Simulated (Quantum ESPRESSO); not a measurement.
# Sb under changes of volume

One of the cells (26.962 Å³/atom); the others are scaled copies at fixed shape and fractional positions:

```
CELL_PARAMETERS angstrom
-1.57654 1.57654 2.71194
1.57654 -1.57654 2.71194
1.57654 1.57654 -2.71194
ATOMIC_POSITIONS crystal
Sb 0.00000 0.00000 0.00000
```

This isn't the form of Sb at room conditions, which is rhombohedral.

| Item | Value |
| --- | --- |
| Program | Quantum ESPRESSO 7.5 |
| Functional | PBEsol |
| Potentials or basis | GBRV 1.5 PBEsol |
| Cutoff | 612 eV |
| Density cutoff | 4898 eV |
| k mesh | 12 × 12 × 12 |
| Occupations | fermi-dirac, width 0.05 eV |
| Spin | no spin polarisation |

```tsv
volume (Å³/atom)	energy over the lowest point (meV/atom)	pressure (GPa)
25.344	11.39	3.0
25.883	3.03	1.4
26.423	0.00	-0.1
26.962	1.74	-1.4
27.501	7.69	-2.6
28.040	17.43	-3.7
28.580	?	?
```

Problem. What does the run at 28.580 Å³/atom give?

Solution. Energy over the lowest point 30.53 meV/atom; pressure -4.6 GPa.

Worked out: A Birch-Murnaghan fit of order 3 (a polynomial in V^(-2/3)) to the other rows has its minimum at 26.49 Å³/atom with B0 = V·E''(V) = 68 GPa and B' = 4.7 at fixed shape and positions, which overstates the stiffness. It gives 30.55 meV/atom at 28.580 Å³/atom, against the run's 30.53, and -dE/dV = -4.4 GPa, against -4.6.

Energies are extrapolated to zero smearing.
